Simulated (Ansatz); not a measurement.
The system is Ge.

```xyz
4
Lattice="4.0504 0.0000 0.0000 -2.0252 3.5078 0.0000 0.0000 0.0000 10.9934" Properties=species:S:1:pos:R:3 pbc="T T T"
Ge    2.0252    1.1693    4.5606
Ge    0.0000    2.3385   10.0573
Ge    0.0000    0.0000    5.2488
Ge    0.0000    0.0000   10.7455
```

This isn't the form of Ge at room conditions, which is diamond.

| Item | Value |
| --- | --- |
| Program | Ansatz 0.2.0 |
| Task | single point |
| Functional | PBE |
| Potentials or basis | Ansatz PAW |
| Cutoff | 420 eV (not typed: the program's choice for these potentials) |
| k mesh | 8 × 8 × 3 |
| Occupations | fermi-dirac, width 0.05 eV |
| Spin | no spin polarisation |

On this cell: pressure -0.3 GPa; largest force 0.027 eV/Å; band gap on the k mesh 0.68 eV, indirect (least direct gap 0.68 eV).

The same run follows on a disturbed copy (atoms moved at random, drawn with an rms of 0.05 Å):

```xyz
4
Lattice="4.0504 0.0000 0.0000 -2.0252 3.5078 0.0000 0.0000 0.0000 10.9934" Properties=species:S:1:pos:R:3 pbc="T T T"
Ge    2.0051    1.1877    4.5304
Ge    0.0071    2.3301   10.0133
Ge    0.0137    0.0231    5.2863
Ge    0.0113   -0.0660   10.7686
```

Q: What does the disturbed cell give?

A: The energy moves by +11.1 meV/atom; pressure -0.6 GPa; largest force 0.613 eV/Å; band gap on the k mesh 0.34 eV, indirect (least direct gap 0.58 eV).

Forces in eV/Å, atoms in the order of the input:
```
Ge   0.344  0.057  0.296
Ge   0.048 -0.544  0.276
Ge  -0.344 -0.057 -0.295
Ge  -0.048  0.544 -0.277
```

Stress tensor (GPa, compression positive):
```
-0.12  0.19 -0.30
 0.19 -0.92  0.38
-0.30  0.38 -0.69
```

Caveats: odd divisions of the mesh miss points on the zone boundary, where band edges often lie, so the gap on the mesh can be too wide.

A k mesh can miss the band edges.
